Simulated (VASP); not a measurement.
# Mo (Im-3m) in VASP: notebook

One crystal, Mo, is run at these levels: PBE, r2SCAN; tasks: relaxation of cell and atoms.

Program: VASP 6.6.1. These are calculated values, not measurements. Logs are shortened: lines on timing, memory, paths and dates and some standing lists are left out, and cuts for length are marked.

### Step 1. The crystal as given

Symmetry: Im-3m, No. 229, cubic system. The conventional cell has a = 3.147 Å, b = 3.147 Å, c = 3.147 Å, α = 90.00°, β = 90.00°, γ = 90.00°. Around Mo (site symmetry m-3m) lie 8 Mo at 2.73 Å.

### Step 2. Relaxation of cell and atoms, PBE, target pressure 45 GPa, at which the enthalpy is minimised

INCAR

```
SYSTEM = Mo
PREC     = Accurate       ! precision mode
ENCUT    = 600            ! plane-wave cutoff, eV
EDIFF    = 1E-6           ! SCF threshold, eV
ISMEAR   = 1              ! smearing method
SIGMA    = 0.1            ! smearing width, eV
LREAL    = .False.        ! projectors in reciprocal space
LASPH    = .True.         ! aspherical terms in the spheres
NELM     = 80             ! most SCF steps
ALGO     = Normal         ! electronic algorithm
ISIF     = 3              ! what is computed and relaxed
LWAVE    = .False.        ! write WAVECAR
LCHARG   = .False.        ! write CHGCAR
GGA      = PE             ! functional
IBRION   = 2              ! ionic algorithm
NSW      = 90             ! ionic steps
EDIFFG   = -0.01          ! ionic threshold
PSTRESS  = 450.0        
KPAR     = 2
```

KPOINTS

```
regular mesh
0
Gamma
  16 16 16
  0 0 0
```

POSCAR

```
Mo
1.0
   -1.5734150000      1.5734150000      1.5734150000
    1.5734150000     -1.5734150000      1.5734150000
    1.5734150000      1.5734150000     -1.5734150000
Mo
1
Direct
    0.0000000000      0.0000000000      0.0000000000
```

Potentials or basis: VASP PAW PBE potentials, release 64 (Mo_sv).

Run with:

```console
cat potpaw_PBE.64/Mo_sv/POTCAR > POTCAR
mpirun -np 2 vasp_std > vasp.out
```

OUTCAR:

```text
SYSTEM = Mo
   PREC = Accurate
   ENCUT = 600
   EDIFF = 1E-6
   ISMEAR = 1
   LREAL = .False.
   LASPH = .True.
   NELM = 80
   ISIF = 3
   GGA = PE
   IBRION = 2
   NSW = 90
   EDIFFG = -0.01
   PSTRESS = 450.0

 ion  position               nearest neighbor table
   1  0.000  0.000  0.000-

  LATTYP: Found a body centered cubic cell.
 ALAT       =     3.1468300000

  Lattice vectors:

 A1 = (  -1.5734150000,   1.5734150000,   1.5734150000)
 A2 = (   1.5734150000,  -1.5734150000,   1.5734150000)
 A3 = (   1.5734150000,   1.5734150000,  -1.5734150000)

Analysis of symmetry for initial positions (statically):
=====================================================================
 Subroutine PRICEL returns:
 Original cell was already a primitive cell.

 Routine SETGRP: Setting up the symmetry group for a
 body centered cubic supercell.

 Subroutine GETGRP returns: Found 48 space group operations
 (whereof 48 operations were pure point group operations)
 out of a pool of 48 trial point group operations.

The static configuration has the point symmetry O_h .

Analysis of symmetry for dynamics (positions and initial velocities):
=====================================================================
 Subroutine PRICEL returns:
 Original cell was already a primitive cell.

 Routine SETGRP: Setting up the symmetry group for a
 body centered cubic supercell.

 Subroutine GETGRP returns: Found 48 space group operations
 (whereof 48 operations were pure point group operations)
 out of a pool of 48 trial point group operations.

The dynamic configuration has the point symmetry O_h .

 Subroutine INISYM returns: Found 48 space group operations
 (whereof 48 operations are pure point group operations),
 and found     1 'primitive' translations

----------------------------------------------------------------------------------------

                                     Primitive cell

  volume of cell :      15.5808

  direct lattice vectors                    reciprocal lattice vectors
    -1.573415000  1.573415000  1.573415000     0.000000000  0.317780115  0.317780115
     1.573415000 -1.573415000  1.573415000     0.317780115  0.000000000  0.317780115
     1.573415000  1.573415000 -1.573415000     0.317780115  0.317780115  0.000000000

  length of vectors
     2.725234721  2.725234721  2.725234721     0.449408949  0.449408949  0.449408949

  position of ions in fractional coordinates (direct lattice)
     0.000000000  0.000000000  0.000000000

  ion indices of the primitive-cell ions
   primitive index   ion index
                 1           1

----------------------------------------------------------------------------------------

 KPOINTS: regular mesh

Automatic generation of k-mesh.
 Grid dimensions read from file:
 generate k-points for:   16   16   16

 Generating k-lattice:

  Cartesian coordinates                     Fractional coordinates (reciprocal lattice)
     0.000000000  0.019861257  0.019861257     0.062500000  0.000000000  0.000000000
     0.019861257  0.000000000  0.019861257     0.000000000  0.062500000  0.000000000
     0.019861257  0.019861257  0.000000000     0.000000000  0.000000000  0.062500000

  Length of vectors
     0.028088059  0.028088059  0.028088059

  Shift w.r.t. Gamma in fractional coordinates (k-lattice)
     0.000000000  0.000000000  0.000000000

 Subroutine IBZKPT returns following result:
 ===========================================

 Found    145 irreducible k-points:

 Following reciprocal coordinates:
            Coordinates               Weight
  0.000000  0.000000  0.000000      1.000000
  0.062500  0.000000  0.000000     12.000000
  0.125000  0.000000  0.000000     12.000000
  0.187500  0.000000  0.000000     12.000000
  0.250000  0.000000  0.000000     12.000000
  0.312500  0.000000  0.000000     12.000000
[... 16 lines left out ...]
  0.187500  0.187500  0.000000     24.000000
  0.250000  0.187500  0.000000     48.000000
 [... further k-points ...]
   k-points           NKPTS =    145   k-points in BZ     NKDIM =    145   number of bands    NBANDS=     11
   number of dos      NEDOS =    301   number of ions     NIONS =      1
   total plane-waves  NPLWV =  13824
   dimension x,y,z NGX =    24 NGY =   24 NGZ =   24
   dimension x,y,z NGXF=    48 NGYF=   48 NGZF=   48
   ions per type =               1
   NGX,Y,Z   is equivalent  to a cutoff of  14.64, 14.64, 14.64 a.u.
   NGXF,Y,Z  is equivalent  to a cutoff of  29.28, 29.28, 29.28 a.u.
 SYSTEM =  Mo
   PREC   = accura    normal or accurate (medium, high low for compatibility)
   ISTART =      0    job   : 0-new  1-cont  2-samecut
   ICHARG =      2    charge: 1-file 2-atom 10-const
   ISPIN  =      1    spin polarized calculation?
   LNONCOLLINEAR =      F non collinear calculations
   LSORBIT =      F    spin-orbit coupling
   LASPH  =      T    aspherical Exc in radial PAW
   ENCUT  =  600.0 eV  44.10 Ry    6.64 a.u.   5.44  5.44  5.44*2*pi/ulx,y,z
   NELM   =     80;   NELMIN=  2; NELMDL= -5     # of ELM steps
   EDIFF  = 0.1E-05   stopping-criterion for ELM
   LREAL  =      F    real-space projection
   EDIFFG = -.1E-01   stopping-criterion for IOM
   NSW    =     90    number of steps for IOM
   IBRION =      2    ionic relax: 0-MD 1-quasi-New 2-CG
   NFREE  =      1    steps in history (QN), initial steepest desc. (CG)
   ISIF   =      3    stress and relaxation
   ISYM   =      2    0-nonsym 1-usesym 2-fastsym
   POTIM  = 0.5000    time-step for ionic-motion
   TEBEG  =    0.0;   TEEND  =   0.0 temperature during run
   PSTRESS=  450.0 pullay stress
   NELECT =      14.0000    total number of electrons
   NUPDOWN=      -1.0000    fix difference up-down
   EMIN   =  10.00;   EMAX   =-10.00  energy-range for DOS
   EFERMI =   0.00;   METHOD = LEGACY
   ISMEAR =     1;   SIGMA  =   0.10  broadening in eV -4-tet -1-fermi 0-gaus
   EFERMI_NEDOS =   21; number of points for ismear=-14 and -15
   IALGO  =     38    algorithm
   IMIX   =      4    mixing-type and parameters
     AMIX     =   0.40;   BMIX     =  1.00
     AMIX_MAG =   1.60;   BMIX_MAG =  1.00
  volume/ion in A,a.u.               =      15.58       105.14
  Fermi-wavevector in a.u.,A,eV,Ry     =   1.579747  2.985289 33.954710  2.495601
  Thomas-Fermi vector in A             =   2.680079
   LORBIT       =      0    0 simple, 1 ext, 2 COOP (PROOUT), +10 PAW based schemes
   GGA     = PE    functional components
   LHFCALC =     F    Hartree Fock is set to
   AEXX    =    0.0000 exact exchange contribution
   IVDW    =     0    specifies the selected vdW correction
   LEPSILON=     F    determine dielectric tensor
   LRPA    =     F    only Hartree local field effects (RPA)
 conjugate gradient relaxation of ions
 non-spin polarized calculation
 Methfessel and Paxton  Order N= 1 SIGMA  =   0.10
  energy-cutoff  :      600.00
  volume of cell :       15.58
 maximum number of plane-waves:       537
 NGX is ok and might be reduce to    24
   NGX = 11   NGY = 11   NGZ = 11

--------------------------------------- Ionic step        1  -------------------------------------------

 number of electron      14.0000002 magnetization

 Free energy of the ion-electron system (eV)
  ---------------------------------------------------
  ext. energy  EPLUGINS =         0.00000000
  ---------------------------------------------------
  free energy    TOTEN  =       -10.93755556 eV

  energy without entropy =      -10.93812387  energy(sigma->0) =      -10.93774500

------------------------ aborting loop because EDIFF is reached ----------------------------------------

  FORCE on cell =-STRESS in cart. coord.  units (eV):
  Direction    XX          YY          ZZ          XY          YZ          ZX
  --------------------------------------------------------------------------------------
  -------------------------------------------------------------------------------------
  Total        0.3683819      0.3683819      0.3683819      0.0000000      0.0000000     -0.0000000
  in kB       37.8807909     37.8807909     37.8807909      0.0000000      0.0000000     -0.0000000
  external PRESSURE =    -412.1192091 kB  Pullay stress =     450.0000000 kB

 VOLUME and BASIS-vectors are now :
 -----------------------------------------------------------------------------
  energy-cutoff  :      600.00
  volume of cell :       15.58
      direct lattice vectors                 reciprocal lattice vectors
    -1.573415000  1.573415000  1.573415000     0.000000000  0.317780115  0.317780115
     1.573415000 -1.573415000  1.573415000     0.317780115  0.000000000  0.317780115
     1.573415000  1.573415000 -1.573415000     0.317780115  0.317780115  0.000000000
[... 118 lines left out ...]
  FREE ENERGIE OF THE ION-ELECTRON SYSTEM (eV)
  ---------------------------------------------------
  free  energy   TOTEN  =       -10.7377594933 eV

  energy  without entropy=      -10.7375716174  energy(sigma->0) =      -10.73769687

  enthalpy is  TOTEN    =        -6.8012701401 eV   P V=        3.9364893532

--------------------------------------- Ionic step        5  -------------------------------------------

 number of electron      14.0000002 magnetization

 Free energy of the ion-electron system (eV)
  ---------------------------------------------------
  ext. energy  EPLUGINS =         0.00000000
  ---------------------------------------------------
  free energy    TOTEN  =       -10.69477840 eV

  energy without entropy =      -10.69464408  energy(sigma->0) =      -10.69473363

 E-fermi :  14.6964     XC(G=0): -14.0831

 val. band max:       14.6790317153   @ k =   0.1875   0.0000   0.0000
 cond. band min:      14.7282667534   @ k =  -0.3125   0.3750   0.1875
 fundamental gap:      0.0492350381
 Fermi energy:        14.6964330667

 k-point     1 :       0.0000    0.0000    0.0000
  band No.  band energies     occupation
      1     -46.6917      2.00000
      2     -19.6177      2.00000
      3     -19.6177      2.00000
      4     -19.6177      2.00000
      5       7.0551      2.00000
      6      13.0206      2.00000
      7      13.0206      2.00000
      8      13.0206      2.00000
      9      16.5186     -0.00000
     10      16.5186     -0.00000
     11      29.6167      0.00000

 k-point     2 :       0.0625    0.0000    0.0000
  band No.  band energies     occupation
      1     -46.6760      2.00000
      2     -19.7022      2.00000
      3     -19.6431      2.00000
      4     -19.6186      2.00000
      5       7.2543      2.00000
      6      12.9020      2.00000
      7      13.0004      2.00000
      8      13.2116      2.00000
      9      16.3346     -0.00000
     10      16.5192     -0.00000
     11      29.7799      0.00000
[... 295 lines left out ...]
 k-point    24 :       0.2500    0.1875    0.0000
  band No.  band energies     occupation
      1     -46.3152      2.00000
      2     -21.2142      2.00000
      3     -20.2807      2.00000
      4     -19.7973      2.00000
      5       9.9670      2.00000
      6      11.2298      2.00000
      7      12.7708      2.00000
      8      15.8565     -0.00000
      9      17.5068      0.00000
     10      20.1247      0.00000
     11      29.0139      0.00000

 [... further k-points ...]

------------------------ aborting loop because EDIFF is reached ----------------------------------------

  FORCE on cell =-STRESS in cart. coord.  units (eV):
  Direction    XX          YY          ZZ          XY          YZ          ZX
  --------------------------------------------------------------------------------------
  -------------------------------------------------------------------------------------
  Total        3.8947410      3.8947410      3.8947410      0.0000000     -0.0000000      0.0000000
  in kB      450.4263948    450.4263948    450.4263948      0.0000000     -0.0000000      0.0000000
  external PRESSURE =       0.4263948 kB  Pullay stress =     450.0000000 kB

 VOLUME and BASIS-vectors are now :
 -----------------------------------------------------------------------------
  energy-cutoff  :      600.00
  volume of cell :       13.85
      direct lattice vectors                 reciprocal lattice vectors
    -1.512986713  1.512986713  1.512986713     0.000000000  0.330472168  0.330472168
     1.512986713 -1.512986713  1.512986713     0.330472168  0.000000000  0.330472168
     1.512986713  1.512986713 -1.512986713     0.330472168  0.330472168  0.000000000

 POSITION                                       TOTAL-FORCE (eV/Angst)
 -----------------------------------------------------------------------------------
     -0.00000      0.00000      0.00000         0.000000      0.000000      0.000000
 -----------------------------------------------------------------------------------
    total drift:                               -0.000000      0.000000      0.000000

  FREE ENERGIE OF THE ION-ELECTRON SYSTEM (eV)
  ---------------------------------------------------
  free  energy   TOTEN  =       -10.6947783998 eV

  energy  without entropy=      -10.6946440762  energy(sigma->0) =      -10.69473363

  enthalpy is  TOTEN    =        -6.8037243362 eV   P V=        3.8910540636

 reached required accuracy - stopping structural energy minimisation
```

Wall time 23 s (2 MPI ranks of Intel Xeon Platinum 8488C (Sapphire Rapids), shared host); peak memory 0.16 GiB.

Results:

- Free energy: -10.6948 eV
- Relaxed volume: 13.85 Å³/atom
- Relaxed cell: a = 2.621 Å, b = 2.621 Å, c = 2.621 Å, α = 109.47°, β = 109.47°, γ = 109.47°
- Space group after relaxing (to 0.05 Å): Im-3m (No. 229)
- Energy change on relaxing (the enthalpy is what falls): +242.8 meV/atom
- Ionic steps: 5
- Pressure after relaxing: 45.0 GPa
- Band gap on the k mesh: none (metal or under the smearing width)

Step by step:
```csv
step,energy change (eV),largest force (eV/Å),pressure (GPa),volume (Å³)
1,0.0000,0.0000,3.79,15.58
2,8.7625,0.0000,631.21,8.18
3,0.1441,0.0000,33.21,14.26
4,0.1998,0.0000,40.15,14.02
5,0.2428,0.0000,45.04,13.85
```

Final structure:
```yaml
crystal:
  lattice:
    - [-1.51299, 1.51299, 1.51299]
    - [1.51299, -1.51299, 1.51299]
    - [1.51299, 1.51299, -1.51299]
  atoms:
    - { symbol: Mo, position: [0.00000, 0.00000, 0.00000] }
```

Caveat: the cell is relaxed towards a set pressure, so the enthalpy falls and the energy may rise.

(Continued in part 2 of 3.)
